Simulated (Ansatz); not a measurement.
W:

```
W
1.0
    -1.58234    1.58234    1.58234
     1.58234   -1.58234    1.58234
     1.58234    1.58234   -1.58234
W
1
Direct
  0.00000 0.00000 0.00000
```

```yaml
Program: Ansatz 0.2.0
Task: relaxation of cell and atoms
Functional: LDA
Potentials_or_basis: Ansatz PAW
Cutoff: "420 eV (not typed: the program's choice for these potentials)"
k_mesh: 12 × 12 × 12
Occupations: fermi-dirac, width 0.05 eV
Spin: no spin polarisation
```

At the start: volume 15.85 Å³/atom.

How do energy, volume and symmetry change on relaxing?

It ends after 4 steps and the volume is 15.40 Å³/atom (-2.8 %); space group Im-3m (No. 229, to 0.05 Å).

The path:
```tsv
step	energy change (eV)	largest force (eV/Å)	volume (Å³)
1	0.0000	0.0000	15.85
2	-0.0128	0.0000	15.45
3	-0.0130	0.0000	15.40
4	-0.0129	0.0000	15.40
```

Final structure:
```
W
1.0
    -1.56717    1.56717    1.56717
     1.56717   -1.56717    1.56717
     1.56717    1.56717   -1.56717
W
1
Direct
  0.00000 0.00000 0.00000
```

Caveat: the plane-wave basis is chosen anew once the cell has moved, so the energies of steps on either side of that aren't comparable; the PAW data sets come from PBE, with cores solved anew for the run's functional, which leaves a small shift of forces and pressure.
